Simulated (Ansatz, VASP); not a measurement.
## KI in VASP and in Ansatz

```
K I
1.0
     0.00000    3.24259    3.38357
     3.24259    0.00000    3.38357
     3.24259    3.24259    0.00000
K I
1 1
Direct
  0.00000 0.00000 0.00000
  0.50000 0.50000 0.50000
```

Change from the starting cell: strain -0.080 along x and y, -0.040 along z, atoms carried along.

Alike in both runs: task single point; functional PBE; k mesh 6 × 6 × 6; occupations gaussian, width 0.05 eV; no spin polarisation.

|  | VASP | Ansatz |
| --- | --- | --- |
| version | VASP 6.6.1 | Ansatz 0.2.0 |
| potentials or method | VASP PAW PBE potentials, release 64 (K_sv, I) | scalar-relativistic, plane waves, PAW |
| plane-wave cutoff (eV) | 520 | 420 |
| valence electrons in the cell | 16 | 26 |

```csv
,VASP,Ansatz,Ansatz less VASP
gap on the k mesh at the Fermi level (eV),4.43,4.44,+0.011
least direct gap on the mesh (eV),4.50,4.51,+0.008
pressure (GPa),5.5,5.4,-0.08
largest component of the traceless stress (GPa),1.92,1.89,-0.023
```

The two sets of potentials don't hold the same shells in valence.

Caveats: spin-orbit coupling is left out, which moves the levels of the heavy elements. A k mesh can miss the band edges.
